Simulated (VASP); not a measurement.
Write the native input for VASP 6.6.1 that does the following.

```
Task                   : single point
Functional             : PBE
Potentials or basis    : VASP PAW PBE potentials, release 64 (Al, H)
Cutoff                 : 520 eV
k mesh                 : 2 × 2 × 2
Occupations            : fermi-dirac, width 0.15 eV
Spin                   : no spin polarisation
Dipole correction      : no
Further INCAR settings : LREAL = Auto; ALGO = Fast; EDIFF = 1e-07; NBANDS = 70
```

The structure of Al32H (a cell with a defect) lies in POSCAR:

```
Al32H
1.0
    8.1000000000      0.0000000000      0.0000000000
    0.0000000000      8.1000000000      0.0000000000
    0.0000000000      0.0000000000      8.1000000000
Al H
32 1
Direct
    0.4647037037      0.0064320988      0.0208024691
    0.7582345679      0.2506543210      0.0213950617
    0.7601234568      0.0123580247      0.2303703704
    0.0157777778     -0.0036790123      0.0254320988
    0.2606296296      0.2340123457      0.0189259259
    0.5091481481      0.4962222222     -0.0045679012
    0.7074814815      0.7569382716      0.0174444444
    0.2662098765      0.0058765432      0.2622345679
    0.4937407407      0.2730370370      0.2304074074
    0.7523086420      0.5216913580      0.2638641975
    0.4987530864     -0.0037777778      0.4763333333
    0.7588765432      0.2062098765      0.5141851852
    0.8018641975     -0.0162962963      0.7749135802
   -0.0068765432      0.4908271605      0.0128641975
    0.2350123457      0.7461234568      0.0024074074
   -0.0267407407      0.2615308642      0.2583580247
    0.2245679012      0.5044074074      0.2489629630
    0.5022716049      0.7389012346      0.2821481481
    0.0133580247     -0.0072469136      0.4898024691
    0.2432839506      0.2575185185      0.4878641975
    0.4953827160      0.5029012346      0.4735185185
    0.7537530864      0.7383950617      0.5007160494
    0.2512716049      0.0094444444      0.7290000000
    0.4818024691      0.2586913580      0.7254691358
    0.7633950617      0.4811358025      0.7445925926
   -0.0119506173      0.7683333333      0.2458641975
    0.0150864198      0.5144814815      0.4830740741
    0.2496172840      0.7577160494      0.4858641975
    0.0037530864      0.2595802469      0.7507407407
    0.2519876543      0.5012592593      0.7624691358
    0.5138765432      0.7394567901      0.7364074074
   -0.0042469136      0.7343086420      0.7237777778
    0.5949135802      0.0716172840      0.8521728395
```

The cell was built by a generator and needn't be a form met in nature.

These files were run (other wordings do the same):

INCAR

```
ALGO = Fast
EDIFF = 1E-7
ENCUT = 520
GGA = PE
ISIF = 2
ISMEAR = -1
LASPH = T
LCHARG = F
LREAL = Auto
LWAVE = F
NBANDS = 70
NELM = 100
PREC = Accurate
SIGMA = 0.15
```

KPOINTS

```
k-points
0
Gamma
  2 2 2
```

Potentials or basis: VASP PAW PBE potentials, release 64 (Al, H).

Run with:

```console
$ cat potpaw_PBE.64/Al/POTCAR potpaw_PBE.64/H/POTCAR > POTCAR
$ mpirun -np 1 vasp_std > vasp.out
```

It gave:

The pressure is 3.2 GPa, the largest force is 2.030 eV/Å and the band gap on the k mesh is none (metal or under the smearing width).

Caveat: the k mesh is coarse (spacing up to 0.39 Å⁻¹), so the values aren't converged.

Wall time 5.8 min on 1 thread of Intel(R) Xeon(R) Platinum 8259CL CPU @ 2.50GHz (Skylake/Cascade Lake), on a shared host, peak memory 0.57 GiB.
